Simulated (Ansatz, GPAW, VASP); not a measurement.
SnTe: programs and potentials compared

```
Te Sn
1.0
     0.00000    3.15085    3.15085
     3.15085    0.00000    3.15085
     3.15085    3.15085    0.00000
Te Sn
1 1
Direct
  0.50000 0.50000 0.50000
  0.00000 0.00000 0.00000
```

Alike in all runs: task single point; functional PBE; k mesh 7 × 7 × 7; occupations gaussian, width 0.023 eV; no spin polarisation; no spin-orbit coupling. Pressure is positive in compression and, in plane waves, holds the error of the finite cutoff, which Ansatz's Pulay term estimates and takes out.

| program and potentials | plane-wave cutoff (eV) | notes | pressure (GPa) |
| --- | --- | --- | --- |
| Ansatz, Ansatz PAW | 420 | 15 valence electrons an atom on average; Pulay term of +0.03 GPa included | 2.23 |
| Ansatz, all-electron LAPW, scalar-relativistic | - | - | 2.23 |
| GPAW, GPAW PAW data sets (gpaw-data 1.2.1) | 600 | 10 valence electrons an atom on average | 1.95 |
| VASP, PBE PAW files Sn_d, Te, 520 eV | 520 | 10 valence electrons an atom on average | ? |

Question: Estimate from the other rows what the run with VASP, PBE PAW files Sn_d, Te, 520 eV gave.

Answer: Pressure 2.17 GPa. The other rows, which needn't bracket it: pressure 1.95 to 2.23.
